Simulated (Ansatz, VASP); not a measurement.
Two plane-wave programs on KBr

```
CELL_PARAMETERS angstrom
0.00000 3.35045 3.35045
3.35045 0.00000 3.35045
3.35045 3.35045 0.00000
ATOMIC_POSITIONS crystal
K 0.00000 0.00000 0.00000
Br 0.50000 0.50000 0.50000
```

Alike in both runs: task single point; functional PBE; k mesh 6 × 6 × 6; occupations gaussian, width 0.02 eV; no spin polarisation.

|  | VASP | Ansatz |
| --- | --- | --- |
| version | VASP 6.6.1 | Ansatz 0.2.0 |
| potentials or method | VASP PAW PBE potentials, release 64 (K_sv, Br) | scalar-relativistic, plane waves, PAW |
| plane-wave cutoff (eV) | 520 | 420 |
| valence electrons in the cell | 16 | 16 |

```csv
,VASP,Ansatz,Ansatz less VASP
gap on the k mesh at the Fermi level (eV),4.31,4.32,+0.001
least direct gap on the mesh (eV),4.31,4.32,+0.001
```
